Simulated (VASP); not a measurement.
# Zn (R-3m) in VASP: notebook

The runs below take Zn through single point, relaxation of cell and atoms, with PBE.

Everything below comes from runs of VASP 6.6.1. Logs are shortened: lines on timing, memory, paths and dates and some standing lists are left out, and cuts for length are marked.

**1. The structure**

The structure is trigonal, space group R-3m (No. 166). Conventional cell: a = 2.934 Å, b = 2.934 Å, c = 21.272 Å, α = 90.00°, β = 90.00°, γ = 120.00°. Zn (site symmetry -3m) has 12 Zn at 2.91 to 2.93 Å as nearest neighbours. Zn (site symmetry 3m) is surrounded by 12 Zn at 2.91 to 2.93 Å.

The cell was built by a generator and needn't be a form met in nature.

**2. Single point, PBE**

File INCAR:

```
SYSTEM = Zn
ALGO = Fast ; EDIFF = 1E-6
ENCUT = 520 ; GGA = PE
ISIF = 2 ; ISMEAR = 0
LASPH = .TRUE. ; LCHARG = .TRUE.
LELF = .TRUE. ; LREAL = .FALSE.
LVHAR = .TRUE. ; LWAVE = .FALSE.
NBANDS = 25 ; NELM = 100
PREC = Accurate ; SIGMA = 0.1
```

File KPOINTS:

```
k-points
0
G
  9 9 9
  0 0 0
```

File POSCAR:

```
Zn
1.0
    1.4671859615      0.8470802098      7.0908176894
   -1.4671859615      0.8470802098      7.0908176894
    0.0000000000     -1.6941604196      7.0908176894
Zn
3
Direct
    0.0000000000      0.0000000000      0.0000000000
    0.2222200000      0.2222200000      0.2222200000
    0.7777800000      0.7777800000      0.7777800000
```

Potentials or basis: VASP PAW PBE potentials, release 64 (Zn).

On the command line:

```bash
$ cat potpaw_PBE.64/Zn/POTCAR > POTCAR
$ mpirun -np 1 vasp_std > vasp.out
```

OUTCAR:

```text
SYSTEM = Zn
   EDIFF = 1E-6
   ENCUT = 520
   GGA = PE
   ISIF = 2
   ISMEAR = 0
   LASPH = .TRUE.
   LREAL = .FALSE.
   NELM = 100
   PREC = Accurate

 ion  position               nearest neighbor table
   1  0.000  0.000  0.000-   3 2.91   2 2.91   3 2.91   3 2.91   2 2.91   2 2.91
   2  0.222  0.222  0.222-   3 2.91   3 2.91   3 2.91   1 2.91   1 2.91   1 2.91
   3  0.778  0.778  0.778-   2 2.91   2 2.91   2 2.91   1 2.91   1 2.91   1 2.91

  LATTYP: Found a trigonal (rhomboedric) cell.
 ALAT       =     7.2903960820
 COS(alpha) =     0.9189975651

  Lattice vectors:

 A1 = (   1.4671859615,   0.8470802098,   7.0908176894)
 A2 = (  -1.4671859615,   0.8470802098,   7.0908176894)
 A3 = (   0.0000000000,  -1.6941604196,   7.0908176894)

Analysis of symmetry for initial positions (statically):
=====================================================================
 Subroutine PRICEL returns:
 Original cell was already a primitive cell.

 Routine SETGRP: Setting up the symmetry group for a
 trigonal (rhombohedral) supercell.

 Subroutine GETGRP returns: Found 12 space group operations
 (whereof 12 operations were pure point group operations)
 out of a pool of 12 trial point group operations.

The static configuration has the point symmetry D_3d.

Analysis of symmetry for dynamics (positions and initial velocities):
=====================================================================
 Subroutine PRICEL returns:
 Original cell was already a primitive cell.

 Routine SETGRP: Setting up the symmetry group for a
 trigonal (rhombohedral) supercell.

 Subroutine GETGRP returns: Found 12 space group operations
 (whereof 12 operations were pure point group operations)
 out of a pool of 12 trial point group operations.

The dynamic configuration has the point symmetry D_3d.

 Subroutine INISYM returns: Found 12 space group operations
 (whereof 12 operations are pure point group operations),
 and found     1 'primitive' translations

----------------------------------------------------------------------------------------

                                     Primitive cell

  volume of cell :      52.8758

  direct lattice vectors                    reciprocal lattice vectors
     1.467185962  0.847080210  7.090817689     0.340788430  0.196754292  0.047009153
    -1.467185962  0.847080210  7.090817689    -0.340788430  0.196754292  0.047009153
     0.000000000 -1.694160420  7.090817689     0.000000000 -0.393508583  0.047009153

  length of vectors
     7.290396082  7.290396082  7.290396082     0.396306530  0.396306530  0.396306530

  position of ions in fractional coordinates (direct lattice)
     0.000000000  0.000000000  0.000000000
     0.222220000  0.222220000  0.222220000
     0.777780000  0.777780000  0.777780000

  ion indices of the primitive-cell ions
   primitive index   ion index
                 1           1
                 2           2
                 3           3

----------------------------------------------------------------------------------------

 KPOINTS: k-points

Automatic generation of k-mesh.
 Grid dimensions read from file:
 generate k-points for:    9    9    9

 Generating k-lattice:

  Cartesian coordinates                     Fractional coordinates (reciprocal lattice)
     0.037865381  0.021861588  0.005223239     0.111111111  0.000000000  0.000000000
    -0.037865381  0.021861588  0.005223239     0.000000000  0.111111111  0.000000000
     0.000000000 -0.043723176  0.005223239     0.000000000  0.000000000  0.111111111

  Length of vectors
     0.044034059  0.044034059  0.044034059

  Shift w.r.t. Gamma in fractional coordinates (k-lattice)
     0.000000000  0.000000000  0.000000000

 Subroutine IBZKPT returns following result:
 ===========================================

 Found     85 irreducible k-points:

 Following reciprocal coordinates:
            Coordinates               Weight
  0.000000  0.000000  0.000000      1.000000
  0.111111 -0.000000 -0.000000      6.000000
  0.222222 -0.000000  0.000000      6.000000
  0.333333 -0.000000  0.000000      6.000000
  0.444444 -0.000000  0.000000      6.000000
  0.111111  0.111111  0.000000      6.000000
[... 16 lines left out ...]
 -0.333333  0.333333  0.000000      6.000000
  0.444444  0.444444  0.000000      6.000000
 [... further k-points ...]
   k-points           NKPTS =     85   k-points in BZ     NKDIM =     85   number of bands    NBANDS=     25
   number of dos      NEDOS =    301   number of ions     NIONS =      3
   total plane-waves  NPLWV = 157464
   dimension x,y,z NGX =    54 NGY =   54 NGZ =   54
   dimension x,y,z NGXF=   108 NGYF=  108 NGZF=  108
   ions per type =               3
   NGX,Y,Z   is equivalent  to a cutoff of  12.31, 12.31, 12.31 a.u.
   NGXF,Y,Z  is equivalent  to a cutoff of  24.63, 24.63, 24.63 a.u.
 SYSTEM =  Zn
   PREC   = accura    normal or accurate (medium, high low for compatibility)
   ISTART =      0    job   : 0-new  1-cont  2-samecut
   ICHARG =      2    charge: 1-file 2-atom 10-const
   ISPIN  =      1    spin polarized calculation?
   LNONCOLLINEAR =      F non collinear calculations
   LSORBIT =      F    spin-orbit coupling
   LASPH  =      T    aspherical Exc in radial PAW
   ENCUT  =  520.0 eV  38.22 Ry    6.18 a.u.  13.56 13.56 13.56*2*pi/ulx,y,z
   NELM   =    100;   NELMIN=  2; NELMDL= -5     # of ELM steps
   EDIFF  = 0.1E-05   stopping-criterion for ELM
   LREAL  =      F    real-space projection
   EDIFFG = 0.1E-04   stopping-criterion for IOM
   NSW    =      0    number of steps for IOM
   IBRION =     -1    ionic relax: 0-MD 1-quasi-New 2-CG
   NFREE  =      0    steps in history (QN), initial steepest desc. (CG)
   ISIF   =      2    stress and relaxation
   ISYM   =      2    0-nonsym 1-usesym 2-fastsym
   POTIM  = 0.5000    time-step for ionic-motion
   TEBEG  =    0.0;   TEEND  =   0.0 temperature during run
   PSTRESS=    0.0 pullay stress
   NELECT =      36.0000    total number of electrons
   NUPDOWN=      -1.0000    fix difference up-down
   EMIN   =  10.00;   EMAX   =-10.00  energy-range for DOS
   EFERMI =   0.00;   METHOD = LEGACY
   ISMEAR =     0;   SIGMA  =   0.10  broadening in eV -4-tet -1-fermi 0-gaus
   EFERMI_NEDOS =   21; number of points for ismear=-14 and -15
   IALGO  =     68    algorithm
   IMIX   =      4    mixing-type and parameters
     AMIX     =   0.40;   BMIX     =  1.00
     AMIX_MAG =   1.60;   BMIX_MAG =  1.00
  volume/ion in A,a.u.               =      17.63       118.94
  Fermi-wavevector in a.u.,A,eV,Ry     =   1.440201  2.721586 28.220935  2.074180
  Thomas-Fermi vector in A             =   2.558972
   LORBIT       =      0    0 simple, 1 ext, 2 COOP (PROOUT), +10 PAW based schemes
   GGA     = PE    functional components
   LHFCALC =     F    Hartree Fock is set to
   AEXX    =    0.0000 exact exchange contribution
   IVDW    =     0    specifies the selected vdW correction
   LEPSILON=     F    determine dielectric tensor
   LRPA    =     F    only Hartree local field effects (RPA)
 non-spin polarized calculation
 RMM-DIIS sequential band-by-band and
 Gauss-broadening in eV      SIGMA  =   0.10
  energy-cutoff  :      520.00
  volume of cell :       52.88
 maximum number of plane-waves:      1467
 NGX is ok and might be reduce to    54

 number of electron      36.0000000 magnetization

 Free energy of the ion-electron system (eV)
  ---------------------------------------------------
  ext. energy  EPLUGINS =         0.00000000
  ---------------------------------------------------
  free energy    TOTEN  =        -3.05060871 eV

  energy without entropy =       -3.04627671  energy(sigma->0) =       -3.04844271

 E-fermi :   2.1652     XC(G=0): -10.8143

 val. band max:        2.1478309885   @ k =  -0.3333   0.4444   0.3333
 cond. band min:       2.2425680856   @ k =  -0.2222   0.2222   0.2222
 fundamental gap:      0.0947370970
 Fermi energy:         2.1652131855

 k-point     1 :       0.0000    0.0000    0.0000
  band No.  band energies     occupation
      1      -7.1336      2.00000
      2      -5.6633      2.00000
      3      -5.6467      2.00000
      4      -5.1905      2.00000
      5      -5.1905      2.00000
      6      -5.1736      2.00000
[... 17 lines left out ...]
     24      15.9904      0.00000
     25      17.4637      0.00000

 k-point     2 :       0.1111   -0.0000   -0.0000
  band No.  band energies     occupation
      1      -6.8376      2.00000
      2      -5.5678      2.00000
      3      -5.5474      2.00000
      4      -5.2246      2.00000
      5      -5.2193      2.00000
      6      -5.1490      2.00000
[... 17 lines left out ...]
     24      14.8243      0.00000
     25      16.0998      0.00000

 k-point     3 :       0.2222   -0.0000    0.0000
  band No.  band energies     occupation
      1      -6.0501      2.00000
      2      -5.4485      2.00000
      3      -5.4295      2.00000
      4      -5.3174      2.00000
      5      -5.2643      2.00000
      6      -5.1895      2.00000
[... 17 lines left out ...]
     24      12.6279      0.00000
     25      12.9682      0.00000

 k-point     4 :       0.3333   -0.0000    0.0000
  band No.  band energies     occupation
      1      -5.6370      2.00000
      2      -5.5142      2.00000
      3      -5.4842      2.00000
      4      -5.4267      2.00000
      5      -5.3765      2.00000
      6      -5.1647      2.00000
[... 17 lines left out ...]
     24      11.1595      0.00000
     25      11.5360      0.00000
[... 477 lines left out ...]
 k-point    22 :      -0.4444    0.3333    0.0000
  band No.  band energies     occupation
      1      -5.5280      2.00000
      2      -5.4613      2.00000
      3      -5.4263      2.00000
      4      -5.3719      2.00000
      5      -5.2624      2.00000
      6      -5.2329      2.00000
[... 17 lines left out ...]
     24       7.6255      0.00000
     25       8.0315      0.00000

 k-point    23 :      -0.3333    0.3333    0.0000
  band No.  band energies     occupation
      1      -5.4791      2.00000
      2      -5.4060      2.00000
      3      -5.4016      2.00000
      4      -5.3406      2.00000
      5      -5.2774      2.00000
      6      -5.2022      2.00000
[... 17 lines left out ...]
     24       7.1241      0.00000
     25       9.3443      0.00000

 k-point    24 :       0.4444    0.4444    0.0000
  band No.  band energies     occupation
      1      -5.6751      2.00000
      2      -5.6328      2.00000
      3      -5.5384      2.00000
      4      -5.4835      2.00000
      5      -5.2962      2.00000
      6      -5.2648      2.00000
[... 17 lines left out ...]
     24       9.7392      0.00000
     25      12.9353      0.00000

 [... further k-points ...]

------------------------ aborting loop because EDIFF is reached ----------------------------------------

  FORCE on cell =-STRESS in cart. coord.  units (eV):
  Direction    XX          YY          ZZ          XY          YZ          ZX
  --------------------------------------------------------------------------------------
  -------------------------------------------------------------------------------------
  Total       -2.1828753     -2.1828753     -2.4053221      0.0000000     -0.0000000      0.0000000
  in kB      -66.1427480    -66.1427480    -72.8830519      0.0000000     -0.0000000      0.0000000
  external PRESSURE =     -68.3895159 kB  Pullay stress =       0.0000000 kB

 VOLUME and BASIS-vectors are now :
 -----------------------------------------------------------------------------
  energy-cutoff  :      520.00
  volume of cell :       52.88
      direct lattice vectors                 reciprocal lattice vectors
     1.467185962  0.847080210  7.090817689     0.340788430  0.196754292  0.047009153
    -1.467185962  0.847080210  7.090817689    -0.340788430  0.196754292  0.047009153
     0.000000000 -1.694160420  7.090817689     0.000000000 -0.393508583  0.047009153

 POSITION                                       TOTAL-FORCE (eV/Angst)
 -----------------------------------------------------------------------------------
      0.00000      0.00000      0.00000         0.000000      0.000000      0.000000
      0.00000      0.00000      4.72716         0.000000     -0.000000      0.010585
      0.00000      0.00000     16.54529         0.000000      0.000000     -0.010585
 -----------------------------------------------------------------------------------
    total drift:                                0.000000     -0.000000      0.000000

  FREE ENERGIE OF THE ION-ELECTRON SYSTEM (eV)
  ---------------------------------------------------
  free  energy   TOTEN  =        -3.0506087114 eV

  energy  without entropy=       -3.0462767079  energy(sigma->0) =       -3.04844271
```

It took 3.4 min on 1 thread of Intel Xeon 6975P-C (Granite Rapids), shared host; peak memory 0.42 GiB.

Results:

- Free energy: -3.0506 eV
- Pressure: -6.8 GPa
- Largest force: 0.011 eV/Å
- Band gap on the k mesh: none (metal or under the smearing width)

Forces in eV/Å, atoms in the order of the input:
```
Zn   0.000  0.000  0.000
Zn   0.000  0.000  0.011
Zn   0.000  0.000 -0.011
```

**3. Relaxation of cell and atoms, PBE**

This run uses another cell than the first one: it holds 12 atoms, not 3.

File INCAR:

```
SYSTEM = Zn
PREC = Accurate
ENCUT = 600
EDIFF = 1E-6
ISMEAR = 0
SIGMA = 0.1
LREAL = .False.
LASPH = .True.
NELM = 100
ALGO = Fast
ISIF = 3
LWAVE = .False.
LCHARG = .False.
GGA = PE
IBRION = 2
NSW = 90
EDIFFG = -0.04
```

File KPOINTS:

```
regular mesh
0
Gamma
  3 3 3
  0 0 0
```

File POSCAR:

```
Zn
1.0
    3.2008880594      1.8480335828      5.4588014166
   -3.2008880594      1.8480335828      5.4588014166
    0.0000000000     -3.6960671654      5.4588014166
Zn
12
Direct
    0.0101900000      0.6536100000      0.0101900000
    0.0101900000      0.0101900000      0.6536100000
    0.6536100000      0.0101900000      0.0101900000
    0.9898100000      0.3463900000      0.9898100000
    0.3463900000      0.9898100000      0.9898100000
    0.9898100000      0.9898100000      0.3463900000
    0.2211800000      0.6306000000      0.2211800000
    0.2211800000      0.2211800000      0.6306000000
    0.6306000000      0.2211800000      0.2211800000
    0.7788200000      0.3694000000      0.7788200000
    0.3694000000      0.7788200000      0.7788200000
    0.7788200000      0.7788200000      0.3694000000
```

Potentials or basis: VASP PAW PBE potentials, release 64 (Zn).

On the command line:

```bash
$ cat potpaw_PBE.64/Zn/POTCAR > POTCAR
$ mpirun -np 1 vasp_std > vasp.out
```

It took 51 min on 1 thread of Intel Xeon Platinum 8259CL at 2.50GHz (Skylake/Cascade Lake), shared host; peak memory 0.45 GiB.

It converged, with:

```
Free energy                            : -10.3772 eV
Relaxed volume                         : 20.48 Å³/atom
Relaxed cell                           : a = 7.675 Å, b = 7.675 Å, c = 7.675 Å, α = 50.21°, β = 50.21°, γ = 50.21°
Space group after relaxing (to 0.05 Å) : R-3m (No. 166)
Energy gained by relaxing              : 541.9 meV/atom
Ionic steps                            : 21
Pressure after relaxing                : -0.1 GPa
Largest force after relaxing           : 0.039 eV/Å
Band gap on the k mesh                 : none (metal or under the smearing width)
```

Forces in eV/Å, atoms in the order of the input:
```
Zn   0.033 -0.019 -0.008
Zn   0.000  0.038 -0.008
Zn  -0.033 -0.019 -0.008
Zn  -0.033  0.019  0.008
Zn   0.033  0.019  0.008
Zn   0.000 -0.038  0.008
Zn   0.004 -0.002  0.007
Zn   0.000  0.004  0.007
Zn  -0.004 -0.002  0.007
Zn  -0.004  0.002 -0.007
Zn   0.004  0.002 -0.007
Zn   0.000 -0.004 -0.007
```

Stress tensor (GPa, compression positive):
```
-0.10  0.00  0.00
 0.00 -0.10  0.00
 0.00  0.00  0.04
```

Step by step:
```csv
step,energy change (eV),largest force (eV/Å),pressure (GPa),volume (Å³)
1,0.0000,3.6696,29.15,193.74
2,-5.6296,0.7245,-3.13,288.18
3,-5.9574,0.7328,0.18,259.29
4,-5.9612,0.7381,-0.48,262.86
5,-5.9615,0.7355,-0.22,261.34
6,-6.1247,0.4043,-0.35,261.18
7,-6.1717,0.4436,-0.33,260.96
8,-6.2323,0.3543,-0.14,259.04
9,-6.3196,0.2447,0.23,254.13
10,-6.3288,0.2569,0.56,251.92
11,-6.3837,0.1540,-0.34,255.61
12,-6.3928,0.0843,-1.01,258.36
13,-6.4267,0.0489,-0.84,255.98
14,-6.4765,0.1784,-0.25,248.75
15,-6.4779,0.2319,-0.04,247.00
16,-6.4947,0.0602,0.03,245.08
17,-6.4951,0.0736,0.10,245.31
18,-6.4981,0.0519,-0.05,246.02
19,-6.5002,0.0434,-0.21,247.08
20,-6.5025,0.0407,-0.08,246.29
21,-6.5031,0.0389,-0.05,245.78
```

Final structure:
```
CELL_PARAMETERS angstrom
3.25636 1.88006 6.69104
-3.25636 1.88006 6.69104
0.00000 -3.76012 6.69104
ATOMIC_POSITIONS crystal
Zn 0.04287 0.59518 0.04287
Zn 0.04287 0.04287 0.59518
Zn 0.59518 0.04287 0.04287
Zn 0.95713 0.40482 0.95713
Zn 0.40482 0.95713 0.95713
Zn 0.95713 0.95713 0.40482
Zn 0.23184 0.61865 0.23184
Zn 0.23184 0.23184 0.61865
Zn 0.61865 0.23184 0.23184
Zn 0.76816 0.38135 0.76816
Zn 0.38135 0.76816 0.76816
Zn 0.76816 0.76816 0.38135
```

Levels at points of the mesh, in eV from the Fermi level:
| k point | band 70 | band 71 | band 72 | band 73 | band 74 | band 75 |
| --- | --- | --- | --- | --- | --- | --- |
| (0.00, 0.00, 0.00) | -2.35 | -2.14 | -1.01 | -0.36 | -0.36 | 1.31 |

Caveat: the k mesh is coarse (spacing up to 0.40 Å⁻¹), so the values aren't converged; the volume moved by over 15 % at a fixed basis, so the end points are rough.

**4. Single point, PBE**

This run uses another cell than the first one: it holds 12 atoms, not 3.

File INCAR:

```
SYSTEM = Zn
  PREC = Accurate
  ENCUT = 520
  EDIFF = 1E-7
  ISMEAR = 0
  SIGMA = 0.1
  LREAL = .False.
  LASPH = .True.
  NELM = 100
  ALGO = Fast
  ISIF = 2
  LWAVE = .False.
  LCHARG = .True.
  GGA = PE
  LELF = .True.
  LVHAR = .True.
  NBANDS = 84
```

KPOINTS is that of step 3.

POSCAR is that of step 3.

On the command line:

```bash
$ cat potpaw_PBE.64/Zn/POTCAR > POTCAR
$ mpirun -np 1 vasp_std > vasp.out
```

It took 3.9 min on 1 thread of Intel Xeon Platinum 8259CL at 2.50GHz (Skylake/Cascade Lake), shared host; peak memory 0.36 GiB.

Results (log left out):

```yaml
Free_energy: -3.8771 eV
Pressure: 29.3 GPa
Largest_force: 3.670 eV/Å
Band_gap_on_the_k_mesh: none (metal or under the smearing width)
```

Forces in eV/Å, atoms in the order of the input:
```
Zn   1.292 -0.746 -0.601
Zn   0.000  1.492 -0.601
Zn  -1.292 -0.746 -0.601
Zn  -1.292  0.746  0.601
Zn   1.292  0.746  0.601
Zn   0.000 -1.492  0.601
Zn   3.117 -1.800  0.713
Zn   0.000  3.600  0.713
Zn  -3.117 -1.800  0.713
Zn  -3.117  1.800 -0.713
Zn   3.117  1.800 -0.713
Zn   0.000 -3.600 -0.713
```

Stress tensor (GPa, compression positive):
```
26.14  0.00  0.00
 0.00 26.14  0.00
 0.00  0.00 35.55
```

Levels at points of the mesh, in eV from the Fermi level:
```csv
k point,band 70,band 71,band 72,band 73,band 74,band 75
"(0.00, 0.00, 0.00)",-3.01,-2.66,-1.93,-0.83,-0.83,1.68
```

Caveat: the k mesh is coarse (spacing up to 0.40 Å⁻¹), so the values aren't converged; a pressure of tens of GPa on the cell as given is suspect, and the run, the potentials or the cell itself is likely at fault; forces of over 1 eV/Å show positions far from the minimum, so gaps and moduli don't describe the material at rest.

**5. The runs side by side**

| task | cell | k mesh | cutoff (eV) | mesh quality | gap on the mesh (eV) | pressure (GPa) | largest force (eV/Å) |
| --- | --- | --- | --- | --- | --- | --- | --- |
| single point | R-3m, 17.63 Å³/atom | 9 × 9 × 9 | 520 | not flagged | none | -6.8 | 0.01 |
| relaxation of cell and atoms | relaxed | 3 × 3 × 3 | 600 | coarse | none | -0.1 | 0.04 |
| single point | R-3m, 16.15 Å³/atom | 3 × 3 × 3 | 520 | coarse | none | 29.3 | 3.67 |

Alike in all rows: level PBE; potentials or basis VASP PAW PBE potentials, release 64 (Zn); no spin polarisation; smearing gaussian 0.1 eV.

Caveats: some runs use coarse meshes; the volume moved by over 15 % at a fixed basis, so the end points are rough (some runs); a pressure of tens of GPa on the cell as given is suspect, and the run, the potentials or the cell itself is likely at fault (some runs); forces of over 1 eV/Å show positions far from the minimum, so gaps and moduli don't describe the material at rest (some runs).

Total energies depend on the potentials used, so only differences within one code and one set of settings carry meaning.
